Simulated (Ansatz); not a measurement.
## PbSe: experiment and calculation

**Experimental background.**

A printed reference work, data compilation reports, for a bulk crystal of PbSe at 300 K: lattice constant a 6.1243 Å.

A printed reference work, monograph reports, for a bulk crystal of PbSe at 300 K: band gap 0.28 eV (direct).

How close the calculation comes is told below.

Level of theory: DFT PBE, scalar-relativistic, plane waves, PAW in Ansatz 0.2.0.

Settings: cutoff 420 eV, Γ-centred mesh 10×10×10 on the computed 2-atom cell, Gaussian smearing of 0.01 eV; no spin polarisation.

Relaxed structure, symmetry kept:

```cif
data_structure
_symmetry_space_group_name_H-M 'P 1'
_symmetry_Int_Tables_number 1
_cell_length_a 4.3967
_cell_length_b 4.3967
_cell_length_c 4.3967
_cell_angle_alpha 60.000
_cell_angle_beta 60.000
_cell_angle_gamma 60.000
_cell_volume 60.10
loop_
_atom_site_label
_atom_site_type_symbol
_atom_site_fract_x
_atom_site_fract_y
_atom_site_fract_z
_atom_site_occupancy
Pb1 Pb 0.00000 0.00000 0.00000 1
Se1 Se 0.50000 0.50000 0.50000 1
```

```
Space group                                                                                                                                 : Fm-3m (No. 225)
Volume per atom                                                                                                                             : 30.05 Å³
Formation energy from the elements' standard states (uncorrected)                                                                           : -0.565 eV/atom
Kohn–Sham band gap                                                                                                                          : 0.43 eV, direct at L
Löwdin character of the top 1 eV of the valence band                                                                                        : Se 4p 75 %, Pb 6s 14 %, Pb 6p 9 %
Löwdin character of the lowest 1 eV of the conduction band                                                                                  : Pb 6p 73 %, Se 4s 12 %, Se 4p 10 %
Electron masses at the edge by Cartesian direction of the standard setting (m_e; degenerate bands sorted by energy; no spin-orbit coupling) : x: 0.13; y: 0.13; z: 0.13
Hole masses at the edge by Cartesian direction of the standard setting (m_e; degenerate bands sorted by energy; no spin-orbit coupling)     : x: 0.13; y: 0.13; z: 0.13
Bulk modulus                                                                                                                                : 47 GPa
Its pressure derivative                                                                                                                     : 4.4
Bader charges (e)                                                                                                                           : Pb (1 in the cell) 0.89, Se (1 in the cell) -0.89
```

Spin-orbit coupling is left out, which matters for the bands of heavy elements.

Measured lattice constant a of PbSe: 6.1243 Å (300 K; a printed reference work, data compilation). This calculation gives 6.218 Å (+1.5 %). The calculation is for 0 K without zero-point motion. A measured band gap of PbSe is 0.28 eV (direct; 300 K; a printed reference work, monograph); the calculated 0.43 eV misses it by +0.15 eV. 2 values of this kind are on record (0.15 to 0.28 eV); this one was drawn at random. Kohn–Sham gaps of semilocal functionals fall short of measured ones as a rule; spin-orbit coupling, left out here, would usually lower the calculated gap of a compound with heavy elements.